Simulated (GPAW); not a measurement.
A run of GPAW 26.7.0:

Contents of run.py:

```python
from ase.dft.bandgap import bandgap
from ase.io import read, write
from ase.units import GPa
from gpaw import GPAW, PW

atoms = read('Rh.xyz')

calc = GPAW(mode=PW(600),
            xc='PBE',
            kpts={'size': (12, 12, 12), 'gamma': True},
            occupations={'name': 'methfessel-paxton', 'order': 0, 'width': 0.020999999999999998},
            nbands=16,
            convergence={'density': 1e-05, 'energy': 1e-05},
            maxiter=150,
            txt='gpaw.txt')
atoms.calc = calc
energy = atoms.get_potential_energy()
forces = atoms.get_forces()
stress = atoms.get_stress()
calc.write('gs.gpw')
write('result.traj', atoms)
print(f'Energy: {energy:.6f} eV')
print('Forces (eV/A):')
print(forces.round(4))
print('Stress (GPa):', (stress / GPa).round(3))
print('Fermi level:', round(calc.get_fermi_level(), 4), 'eV')
print(f'Gap: {bandgap(calc)[0]:.4f} eV, direct: {bandgap(calc, direct=True)[0]:.4f} eV')
```

File Rh.xyz:

```xyz
1
Lattice="0.0000000000 1.8978500000 1.8978500000 1.8978500000 0.0000000000 1.8978500000 1.8978500000 1.8978500000 0.0000000000" Properties=species:S:1:pos:R:3 pbc="T T T"
Rh     0.0000000000      0.0000000000      0.0000000000
```

Potentials or basis: GPAW PAW data sets (gpaw-data 1.2.1), pw.

Run with:

```console
$ OMP_NUM_THREADS=1 python run.py
```

Hardware: 1 thread of Intel(R) Xeon(R) Platinum 8488C (Sapphire Rapids), with other jobs on the host.

Problem. How long does it take, and how much memory?

Solution. It took 7.5 s on 1 thread of Intel(R) Xeon(R) Platinum 8488C (Sapphire Rapids), with other jobs on the host, peak memory 0.14 GiB. Counts: scf iterations 8, plane waves 471, bands 16, k points 72.
